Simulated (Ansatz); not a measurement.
# InP (F-43m) in Ansatz: notebook

Aim: see how the results for InP move with the level of theory and the settings. Levels: PBEsol, RPBE. Tasks: band structure.

Everything below comes from runs of Ansatz 0.2.0. Logs are shortened: lines on timing, memory, paths and dates and some standing lists are left out, and cuts for length are marked.

**Measured values to compare with.**

From a printed reference work, data compilation, for a bulk crystal of InP at 1.6 K: band gap 1.4236 eV (direct).

The runs below are set against these values where they give the same quantity.

## Step 1: The structure

Symmetry: F-43m, No. 216, cubic system. Conventional cell: a = 5.861 Å, b = 5.861 Å, c = 5.861 Å, α = 90.00°, β = 90.00°, γ = 90.00°. Around In (site symmetry -43m) lie 4 P at 2.54 Å. P (site symmetry -43m) is surrounded by 4 In at 2.54 Å.

## Step 2: Band structure, PBEsol, non-collinear spin, ferromagnetic start, spin-orbit coupling

The input, input.yaml:

```yaml
crystal:
  lattice:
    - [0.0, 2.9305, 2.9305]
    - [2.9305, 0.0, 2.9305]
    - [2.9305, 2.9305, 0.0]
  atoms:
    - { symbol: In, position: [0.0, 0.0, 0.0], spin: 0.5, spin_axis: [0.5, 0.0, 0.0] }
    - { symbol: P, position: [0.75, 0.75, 0.75] }
hamiltonian:
  xc: pbesol
  pseudopotentials: { kind: paw_fr }
magnetization:
  noncollinear: true
  spin_orbit: true
kpoints:
  mp_grid: { grid: [8, 8, 8] }
  band_path:
    path:
      - [[0.0, 0.0, 0.0], [0.5, 0.0, 0.5], [0.5, 0.25, 0.75], [0.375, 0.375, 0.75], [0.0, 0.0, 0.0], [0.5, 0.5, 0.5], [0.625, 0.25, 0.625], [0.5, 0.25, 0.75], [0.5, 0.5, 0.5], [0.375, 0.375, 0.75]]
      - [[0.625, 0.25, 0.625], [0.5, 0.0, 0.5]]
    npoints: 14
scf:
  occupations: { method: fixed }
  n_extra_bands: 6
output:
  forces: true
  stress: true
  eigenvalues: true
  fatbands: true
```

Potentials or basis: Ansatz PAW.

On the command line:

```bash
ansatz run input.yaml --threads 1 --pin off --max-ram 2560MiB --backend cpu --events-out ev --progress --plain --runs-dir out
```

What it wrote:

```text
Warning: output.stress: scf.convergence.dr2_threshold = 1e-7 eV (the SCF's general default) is looser than the 2e-10 eV advised for a printed stress (1e-10 eV for each atom of the cell: 2). What an SCF threshold leaves in a stress goes as its square root, and in the free energy as the threshold itself, and one threshold admits the most on a small cell: of the crystals measured, under no hybrid functional and no lock of the moments, on runs that ended without the residual-converged pass, on stresses that held no estimate of that error, the worst erred by over 100 MPa in a component at 1e-7 eV an atom and by under 5 at 1e-10. Set scf.convergence.dr2_threshold to 2e-10 eV or tighter. The threshold is an SCF's pass mark: one that does not reach it within its budget of iterations ends unconverged, or closes short of it on a stop that the run arms, and scf.convergence.dr2_threshold's page says what that costs each kind of run
Warning: RAYON_NUM_THREADS=1 ignored (pool sized by the plan → 1); use --threads N
scf.n_extra_bands = 6 over 18 filled bands (N_el = 18.0): the run solves 24 bands
Engine: ansatz 0.2.0, aarch64-unknown-linux-gnu
Pseudopotentials: kind: paw_fr
Pseudopotential: In, paw_fr, valence charge 13, recommended cutoff 420 eV (normal), In.paw.azcp#standard-fr
Pseudopotential: P, paw_fr, valence charge 5, recommended cutoff 420 eV (normal), P.paw.azcp#standard-fr
Functional definition: PBEsol
  exchange = pbesol_x
  correlation = pbesol_c
Crystal: 2 atoms, lattice volume = 50.333 Å³
Basis set: ecut = 420 eV, 941 PW (Γ), exchange–correlation on 60×60×60 points (8 copies of the dense FFT grid, shifted against one another)
Bands: 24, of which v1, the nominal top of the filled ones, is band 18 counted from 1 (17 counted from 0)
Symmetry: 4 space group operations + 4 with time reversal
Magnetic group: BNS 119.319 (UNI 979), of the structure as read, at distance tolerance 3.7e-5 Å
k-points: 87 of 512 (time reversal used)
Projection manifold: j_resolved (fully-relativistic pseudo-atomic orbitals)
Non-local potential: In, projectors of the file, l = 0: 2, l = 1: 4, l = 2: 4, l = 3: 4
Non-local potential: P, projectors of the file, l = 0: 2, l = 1: 4, l = 2: 4
PAW form: soft (Blöchl's): semilocal exchange-correlation on the pseudo side does not see the compensation charge
PAW frozen core: In, regenerated for the run's functional, and the local potential with it (the file was generated under x = pbe(κ = 0.804, μ = 0.2195149727645171), c = pbe(β = 0.06672455060314922))
PAW frozen core: P, regenerated for the run's functional, and the local potential with it (the file was generated under x = pbe(κ = 0.804, μ = 0.2195149727645171), c = pbe(β = 0.06672455060314922))
PAW one-centre angular grid: In, 590 points (default); XC on 64 Gauss nodes
PAW one-centre angular grid: P, 110 points (default); XC on 64 Gauss nodes
Initial density: superposition of atomic densities (chi_scale 0.1, normalization cell)
Starting moments: Σ|m| = 0.5 μB on 1 of 2 sites
Initial wavefunctions: pseudopotential atomic-orbital guess
Functional: x = pbesol(κ = 0.804, μ = 0.12345679012345678), c = pbesol(β = 0.046)
SCF iter   1: F=—  HF=-6268.107758 eV  |F-HF|=—  |Δ(HF+E_count)|=         —  Δρ=3.85e-2  dr2=1.25e0  dr2_m=1.44e-1  ethr=3.10e-3  |M|=3.64e-5 ∫|m|=3.07e-2 μB  |m|>n=0.0e0 m-floor=0.0e0 τ_xc=0.0e0 mc-row=0.0e0  β_m=0.30  ⟨swp⟩=5.6  Hψ=10201  notcnv=0  defer=174
preconditioner: auto → none  [insulator: Δε(μ)=0.915 eV  Ē_g=13.527 eV  n_scr=14 (ndim 8)  ℏωp=22.2 eV  f_vac=0.000  ε∞_Penn≈3.7]
SCF iter   2: F=—  HF=-6267.771347 eV  |F-HF|=—  |Δ(HF+E_count)|=   3.36e-1  Δρ=2.50e-2  dr2=2.04e-1  dr2_m=7.19e-2  ethr=3.10e-3  |M|=6.66e-6 ∫|m|=2.44e-2 μB  |m|>n=0.0e0 m-floor=0.0e0 τ_xc=8.8e-7 mc-row=0.0e0  β_m=0.30  ⟨swp⟩=3.2  Hψ=4395  notcnv=0  defer=174
SCF iter   3: F=—  HF=-6267.741706 eV  |F-HF|=—  |Δ(HF+E_count)|=   2.96e-2  Δρ=1.76e-2  dr2=3.79e-2  dr2_m=3.58e-2  ethr=1.13e-3  |M|=4.67e-6 ∫|m|=1.88e-2 μB  |m|>n=0.0e0 m-floor=0.0e0 τ_xc=9.6e-7 mc-row=0.0e0  β_m=0.30  ⟨swp⟩=2.5  Hψ=2850  notcnv=0  defer=174
SCF iter   4: F=—  HF=-6267.742553 eV  |F-HF|=—  |Δ(HF+E_count)|=   8.46e-4  Δρ=1.24e-2  dr2=2.97e-4  dr2_m=1.78e-2  ethr=2.11e-4  |M|=1.32e-5 ∫|m|=1.43e-2 μB  |m|>n=0.0e0 m-floor=0.0e0 τ_xc=7.3e-7 mc-row=0.0e0  β_m=0.30  ⟨swp⟩=2.7  Hψ=2798  notcnv=0  defer=174
SCF iter   5: F=—  HF=-6267.744524 eV  |F-HF|=—  |Δ(HF+E_count)|=   1.97e-3  Δρ=8.79e-3  dr2=8.20e-5  dr2_m=8.91e-3  ethr=1.65e-6  |M|=5.73e-6 ∫|m|=1.10e-2 μB  |m|>n=0.0e0 m-floor=0.0e0 τ_xc=5.0e-7 mc-row=0.0e0  β_m=0.30  ⟨swp⟩=2.3  Hψ=3804  notcnv=0  defer=174
SCF iter   6: F=—  HF=-6267.745527 eV  |F-HF|=—  |Δ(HF+E_count)|=   1.00e-3  Δρ=6.21e-3  dr2=1.31e-5  dr2_m=4.44e-3  ethr=4.56e-7  |M|=3.98e-6 ∫|m|=8.55e-3 μB  |m|>n=0.0e0 m-floor=0.0e0 τ_xc=3.2e-7 mc-row=0.0e0  β_m=0.30  ⟨swp⟩=3.0  Hψ=4029  notcnv=0  defer=174
Mixer restart at iter 6: flushing history
spin-set hold released at iteration 6 (site moments contracting): the magnetisation degrees of freedom join the quasi-Newton model from the next iteration; the mixer history was flushed
SCF iter   7: F=—  HF=-6267.746023 eV  |F-HF|=—  |Δ(HF+E_count)|=   4.95e-4  Δρ=4.39e-3  dr2=3.86e-6  dr2_m=2.22e-3  ethr=7.30e-8  |M|=2.21e-6 ∫|m|=6.59e-3 μB  |m|>n=0.0e0 m-floor=0.0e0 τ_xc=2.0e-7 mc-row=0.0e0  β_m=0.65  ⟨swp⟩=3.1  Hψ=3910  notcnv=0  defer=174
SCF iter   8: F=—  HF=-6267.746535 eV  |F-HF|=—  |Δ(HF+E_count)|=   5.12e-4  Δρ=8.46e-5  dr2=4.16e-6  dr2_m=8.26e-7  ethr=2.15e-8  |M|=7.16e-7 ∫|m|=1.12e-3 μB  |m|>n=0.0e0 m-floor=0.0e0 τ_xc=4.2e-9 mc-row=0.0e0  β_m=0.58  ⟨swp⟩=3.1  Hψ=4222  notcnv=0  defer=174
SCF iter   9: F=—  HF=-6267.746534 eV  |F-HF|=—  |Δ(HF+E_count)|=   9.88e-7  Δρ=5.31e-5  dr2=3.93e-7  dr2_m=3.26e-7  ethr=2.15e-8  |M|=5.98e-7 ∫|m|=7.12e-4 μB  |m|>n=0.0e0 m-floor=0.0e0 τ_xc=1.4e-9 mc-row=0.0e0  β_m=0.58  ⟨swp⟩=2.1  Hψ=3393  notcnv=0  defer=174
SCF iter  10: F=—  HF=-6267.746534 eV  |F-HF|=—  |Δ(HF+E_count)|=   3.20e-7  Δρ=3.12e-5  dr2=8.32e-9  dr2_m=1.12e-7  ethr=5.56e-10  |M|=2.98e-7 ∫|m|=4.28e-4 μB  |m|>n=0.0e0 m-floor=0.0e0 τ_xc=3.5e-10 mc-row=0.0e0  β_m=0.79  ⟨swp⟩=13.8  Hψ=13616  notcnv=0
SCF iter  11: F=—  HF=-6267.746534 eV  |F-HF|=—  |Δ(HF+E_count)|=   2.19e-7  Δρ=1.21e-5  dr2=9.43e-9  dr2_m=1.70e-8  ethr=4.62e-11  |M|=1.20e-7 ∫|m|=1.64e-4 μB  |m|>n=0.0e0 m-floor=0.0e0 τ_xc=6.2e-11 mc-row=0.0e0  β_m=0.69  ⟨swp⟩=5.0  Hψ=6602  notcnv=0
SCF iter  12: F=—  HF=-6267.746534 eV  |F-HF|=—  |Δ(HF+E_count)|=   3.13e-8  Δρ=2.82e-6  dr2=1.68e-10  dr2_m=9.15e-10  ethr=4.62e-11  |M|=2.66e-8 ∫|m|=3.98e-5 μB  |m|>n=0.0e0 m-floor=0.0e0 τ_xc=7.4e-12 mc-row=0.0e0  β_m=0.79  ⟨swp⟩=4.6  Hψ=6713  notcnv=0
SCF iter  13: F=-6267.746534 eV  HF=-6267.746534 eV  |F-HF|=1.36e-11  |Δ(HF+E_count)|=   2.04e-9  Δρ=2.86e-7  dr2=1.48e-12  dr2_m=9.45e-12  ethr=1.00e-12  |M|=3.28e-9 ∫|m|=4.14e-6 μB  |m|>n=0.0e0 m-floor=0.0e0 τ_xc=1.9e-14 mc-row=0.0e0  ⟨swp⟩=4.0  Hψ=5380  notcnv=0
WARN: the starting moments were not kept: the SCF closed with an absolute magnetisation of 4.1e-6 μB, where they sum to 0.5 μB in size (1 site). That is at most 0.1 of that sum. Measured as dr2_m measures the in/out step, that magnetisation stands 1.6e-12 eV from none, at or under the dr2_threshold of 1.0e-7 eV: it is no larger than a step whose dr2_m would equal this threshold. The system may hold no moment; this SCF shows only that its start led to no more than that. To try another start: raise the starting moments (crystal.atoms[].spin, magnetization.per_species, magnetization.initial_magnetization, or on a non-collinear deck that types none of these the spinor_matrix: blocks that start its atoms; where the total moment is fixed, keep their sum and leave initial_magnetization as it is; typed ones take the place of any that the run laid by itself, positive ones on a crystal's lanthanoids without a Hubbard term where scf.initial_density.shell_occupations: [] is typed) or, if the notice of its spin-set hold's release reads "site moments contracting" or "site moments show no strong build", lengthen the hold (scf.mixing.spin_hold: { on: { confirm: 4 } }; for m-r²SCAN on two components see the key's manual first). Each may lead to a state that holds a moment. A second SCF, from the converged charge density, with the starting moments and any scf.initial_density.shell_occupations laid on it anew, would have followed, and was not run: the deck does not ask for one (magnetization.retry_lost_moments is false, the default). To let it run, set magnetization.retry_lost_moments: true and run the deck again, where that key's refused combinations let it; where memory then withholds it, that run's warning says so.
SCF 1 converged in 13 iterations: F = -6267.746534 eV  dr2 = 1.48e-12
NSCF: frozen V_eff on 142 k-points
SCF converged after 13 iterations
Magnetization: |M| = 0.0000 μB,  M = (-0.0000, +0.0000, +0.0000) μB
Absolute magnetization: 0.0000 μB (∫|m|, with the PAW one-centre terms)
  site 0: m = (+0.0000, -0.0000, -0.0000) μB, |m| = 0.0000 μB  (R = 1.05 Å)
  site 1: m = (-0.0000, +0.0000, -0.0000) μB, |m| = 0.0000 μB  (R = 1.05 Å)
Free energy (F): -6267.746534 eV
Harris-Foulkes:  -6267.746534 eV  (|F-HF|=1.36e-11)
Internal energy: -6267.746534 eV  (E = F + TS)
E sigma→0 (E₀):  -6267.746534 eV
Fermi energy:    6.923570 eV
--- Per-component energies (eV) ---
  E_band       = -53.842348
  E_kinetic    = 313.708292
  E_local      = -1398.773173  (includes V_loc(G=0)·N_el)
  E_nonlocal   = 402.842808
  E_hartree    = 550.271978
  E_xc         = -274.247796
  E_vxc        = -160.281179  (∫ρ·V_xc dr)
  E_paw        = -4641.125594  (= ΣΔE_a)
  E_vpaw       = -311.883028  (= ΣTr[D̂ρ^β])
  E_aug_tail   = 0.000029  (compensation charges beyond the density's cutoff)
  E_ewald      = -1220.708286
  E_core_change = 0.285208  (= ΣΔE_core)
  E_smearing   = -0.000000  (= −TS)
  E_closure    = 0.000000  (closes the sum)
  Σ components = -6267.746534   (vs F -6267.746534, Δ=0.00e0)
--- Forces (eV/Å), atoms counted from 1 ---
  atom   1  In     0.00000000    -0.00000000     0.00000000
  atom   2  P      0.00000000    -0.00000000     0.00000000
  max |Σ_I F_I| component: 6.07e-18 eV/Å
--- Stress (GPa, compression-positive) ---
        0.522628       0.000000      -0.000000
        0.000000       0.522628       0.000000
        0.000000       0.000000       0.522628
  P = ⅓ Tr σ = 0.5226 GPa (5.226 kbar)
--- Band table (eV; the first three rows and the last of 87) ---
  k-point 0: bands = ["-7.7070", "-7.7070", "-7.7070", "-7.7070", "-6.9249", "-6.9249", "-6.8191", "-6.8191", "-6.8191", "-6.8191", "-4.6523", "-4.6523", "6.8224", "6.8224", "6.9236", "6.9236", "6.9236", "6.9236", "7.5114", "7.5114", "10.5910", "10.5910", "11.0495", "11.0495"]
  k-point 1: bands = ["-7.7096", "-7.7096", "-7.7087", "-7.7016", "-6.9272", "-6.9272", "-6.8271", "-6.8271", "-6.8175", "-6.8085", "-4.4716", "-4.4715", "5.3176", "5.3176", "6.6601", "6.6602", "6.7339", "6.7452", "8.4715", "8.4715", "10.8703", "10.8703", "11.2043", "11.2043"]
  k-point 2: bands = ["-7.7172", "-7.7172", "-7.7061", "-7.6961", "-6.9306", "-6.9306", "-6.8439", "-6.8439", "-6.8039", "-6.7913", "-3.9669", "-3.9669", "3.4070", "3.4070", "6.2730", "6.2730", "6.3650", "6.3791", "8.5959", "8.5960", "11.4629", "11.4629", "11.7247", "11.7316"]
  k-point 86: bands = ["-7.7961", "-7.7228", "-7.6655", "-7.6521", "-7.0329", "-6.8617", "-6.8440", "-6.8180", "-6.7868", "-6.7846", "-2.1577", "-2.1551", "1.2308", "1.2423", "3.8006", "3.8908", "3.9428", "3.9921", "11.0865", "11.0877", "11.2190", "11.2472", "12.2259", "12.4664"]
```

It took 85 s on 1 thread of Arm Neoverse V1, shared host; peak memory 0.54 GiB.

What came out:

* Free energy: -6267.7465 eV
* Pressure: 0.5 GPa
* Band gap on the k mesh: 0.59 eV, direct
* Band gap along the path: 0.59 eV, direct
* Net moment: 0.00 μB per cell
* Absolute moment: 0.00 μB per cell

Levels at the corners of the path, in eV from the valence-band top:
```tsv
point	band 14	band 15	band 16	band 17	band 18	band 19	band 20	band 21	band 22	band 23
Γ	-0.10	0.00	0.00	0.00	0.00	0.59	0.59	3.67	3.67	4.13
X	-5.84	-2.44	-2.44	-2.34	-2.34	1.60	1.60	2.14	2.14	9.06
W	-5.68	-3.12	-3.03	-2.98	-2.93	4.16	4.16	4.30	4.32	5.30
K	-5.69	-3.44	-3.35	-2.00	-1.99	2.21	2.22	4.27	4.30	7.31
Γ	-0.10	0.00	0.00	0.00	0.00	0.59	0.59	3.67	3.67	4.13
L	-5.83	-1.08	-1.08	-0.96	-0.96	1.37	1.37	4.61	4.61	4.78
U	-5.69	-3.44	-3.35	-2.00	-1.99	2.21	2.22	4.27	4.30	7.31
W	-5.68	-3.12	-3.03	-2.98	-2.93	4.16	4.16	4.30	4.32	5.30
L	-5.83	-1.08	-1.08	-0.96	-0.96	1.37	1.37	4.61	4.61	4.78
K	-5.69	-3.44	-3.35	-2.00	-1.99	2.21	2.22	4.27	4.30	7.31
U	-5.69	-3.44	-3.35	-2.00	-1.99	2.21	2.22	4.27	4.30	7.31
X	-5.84	-2.44	-2.44	-2.34	-2.34	1.60	1.60	2.14	2.14	9.06
```

Moments on the atoms (μB; x, y, z):
```
In  0.00 0.00 0.00
P   0.00 0.00 0.00
```

Caveat: the PAW data sets come from PBE, with cores solved anew for the run's functional, which leaves a small shift of forces and pressure; the starting moments weren't kept; the thresholds are loose for stress.

## Step 3: Band structure, RPBE, collinear spin, ferromagnetic start

The input, input.yaml:

```yaml
crystal:
  lattice:
    - [0.0, 2.9305, 2.9305]
    - [2.9305, 0.0, 2.9305]
    - [2.9305, 2.9305, 0.0]
  atoms:
    - { symbol: In, position: [0.0, 0.0, 0.0], spin: 0.5 }
    - { symbol: P, position: [0.75, 0.75, 0.75] }
hamiltonian:
  xc: rpbe
  pseudopotentials: { kind: nc, accuracy: standard }
magnetization:
  spin_polarized: true
kpoints:
  mp_grid: { grid: [8, 8, 8] }
  band_path:
    path:
      - [[0.0, 0.0, 0.0], [0.5, 0.0, 0.5], [0.5, 0.25, 0.75], [0.375, 0.375, 0.75], [0.0, 0.0, 0.0], [0.5, 0.5, 0.5], [0.625, 0.25, 0.625], [0.5, 0.25, 0.75], [0.5, 0.5, 0.5], [0.375, 0.375, 0.75]]
      - [[0.625, 0.25, 0.625], [0.5, 0.0, 0.5]]
    npoints: 14
scf:
  occupations: { method: tetrahedron }
  n_extra_bands: 32
  lower_state_search: light
output:
  forces: true
  stress: true
  fatbands: true
```

Potentials or basis: PseudoDojo standard (PBE files).

On the command line:

```bash
ansatz run input.yaml --threads 1 --pin off --max-ram 2560MiB --backend cpu --events-out ev --progress --plain --runs-dir out
```

What it wrote:

```text
[... 82 lines left out ...]
  k-point 1 ↑: bands = ["-7.0444", "-7.0189", "-7.0189", "-6.8792", "-6.8792", "-4.0880", "5.7154", "7.0310", "7.0310", "8.9647", "11.5522", "11.6532", "11.6532", "16.0520", "16.0520", "16.8172", "18.1267", "19.7757", "19.7757", "22.7290", "27.1089", "27.2745", "27.2745", "30.7038", "30.7038", "31.8229", "31.8229", "32.1097", "32.6123", "34.6417", "34.6417", "34.6921", "39.4721", "39.4721", "40.0994", "41.4496", "41.9058", "41.9058", "42.3342", "43.5879", "43.8646"]
  k-point 2 ↑: bands = ["-7.0861", "-7.0034", "-7.0034", "-6.8766", "-6.8766", "-3.5955", "3.8241", "6.6657", "6.6657", "9.1172", "12.0725", "12.0725", "12.6534", "15.8492", "15.8492", "16.5956", "19.8032", "21.8983", "21.8983", "24.0463", "24.4639", "24.4639", "25.5757", "30.6392", "30.6392", "32.2224", "32.2224", "32.4938", "33.0535", "34.6921", "34.8020", "34.8020", "37.3264", "39.1654", "39.1654", "40.4610", "40.7629", "40.7629", "41.2914", "41.6400", "42.2085"]
  k-point 28 ↓: bands = ["-7.1739", "-6.9668", "-6.9324", "-6.8984", "-6.8644", "-1.8480", "1.6862", "4.3071", "4.3555", "11.6051", "11.6473", "12.8846", "13.5614", "17.4969", "18.5097", "19.3312", "19.3997", "21.8431", "24.0413", "24.7342", "24.8771", "24.9183", "25.8545", "26.3286", "29.2866", "31.2767", "31.3475", "31.8102", "31.8774", "32.9231", "33.1889", "33.9188", "34.6825", "34.8641", "37.9621", "38.2172", "40.0142", "40.5331", "40.9085", "41.0893", "42.7357"]
```

bands.tsv:

```text
[... 163 lines left out ...]
```

Wall time 3.5 min (1 thread of Arm Neoverse V1, shared host); peak memory 1 GiB.

What came out:

```yaml
Free_energy: -1998.5158 eV
Pressure: 5.0 GPa
Band_gap_on_the_k_mesh: 0.84 eV, direct
Band_gap_along_the_path: 0.84 eV, direct
Net_moment: 0.00 μB per cell
Absolute_moment: 0.00 μB per cell
```

Levels at the corners of the path, in eV from the valence-band top:
Spin up:
| point | band 7 | band 8 | band 9 | band 10 | band 11 | band 12 |
| --- | --- | --- | --- | --- | --- | --- |
| Γ | 0.00 | 0.00 | 0.00 | 0.84 | 4.17 | 4.17 |
| X | -5.68 | -2.29 | -2.29 | 1.89 | 2.38 | 9.38 |
| W | -5.53 | -2.91 | -2.86 | 4.39 | 4.43 | 5.67 |
| K | -5.53 | -3.25 | -1.91 | 2.48 | 4.47 | 7.58 |
| Γ | 0.00 | 0.00 | 0.00 | 0.84 | 4.17 | 4.17 |
| L | -5.66 | -0.96 | -0.96 | 1.61 | 4.88 | 4.88 |
| U | -5.53 | -3.25 | -1.91 | 2.48 | 4.47 | 7.58 |
| W | -5.53 | -2.91 | -2.86 | 4.39 | 4.43 | 5.67 |
| L | -5.66 | -0.96 | -0.96 | 1.61 | 4.88 | 4.88 |
| K | -5.53 | -3.25 | -1.91 | 2.48 | 4.47 | 7.58 |
| U | -5.53 | -3.25 | -1.91 | 2.48 | 4.47 | 7.58 |
| X | -5.68 | -2.29 | -2.29 | 1.89 | 2.38 | 9.38 |
Spin down:
| point | band 6 | band 7 | band 8 | band 9 | band 10 | band 11 | band 12 | band 13 |
| --- | --- | --- | --- | --- | --- | --- | --- | --- |
| Γ | -11.48 | 0.00 | 0.00 | 0.00 | 0.84 | 4.17 | 4.17 | 4.17 |
| X | -9.14 | -5.68 | -2.29 | -2.29 | 1.89 | 2.38 | 9.38 | 9.66 |
| W | -9.06 | -5.53 | -2.91 | -2.86 | 4.39 | 4.43 | 5.67 | 6.35 |
| K | -9.15 | -5.53 | -3.25 | -1.91 | 2.48 | 4.47 | 7.58 | 7.67 |
| Γ | -11.48 | 0.00 | 0.00 | 0.00 | 0.84 | 4.17 | 4.17 | 4.17 |
| L | -9.78 | -5.66 | -0.96 | -0.96 | 1.61 | 4.88 | 4.88 | 7.29 |
| U | -9.15 | -5.53 | -3.25 | -1.91 | 2.48 | 4.47 | 7.58 | 7.67 |
| W | -9.06 | -5.53 | -2.91 | -2.86 | 4.39 | 4.43 | 5.67 | 6.35 |
| L | -9.78 | -5.66 | -0.96 | -0.96 | 1.61 | 4.88 | 4.88 | 7.29 |
| K | -9.15 | -5.53 | -3.25 | -1.91 | 2.48 | 4.47 | 7.58 | 7.67 |
| U | -9.15 | -5.53 | -3.25 | -1.91 | 2.48 | 4.47 | 7.58 | 7.67 |
| X | -9.14 | -5.68 | -2.29 | -2.29 | 1.89 | 2.38 | 9.38 | 9.66 |

Caveat: the potentials were made for another functional, which shifts forces and pressure; spin-orbit coupling is left out, which moves the levels of the heavy elements; with tetrahedron occupations forces and stress needn't match the slope of the energy; the starting moments weren't kept. RPBE gaps usually lie below the measured ones, often by a third to a half.

## Step 4: How close it comes

Step 2. A measured gap of InP is 1.4236 eV (direct; 1.6 K; a printed reference work, data compilation); the calculated 0.59 eV misses it by -0.84 eV. The value is that of PBEsol, without temperature or zero-point motion. Semilocal functionals fall short of measured gaps as a rule.
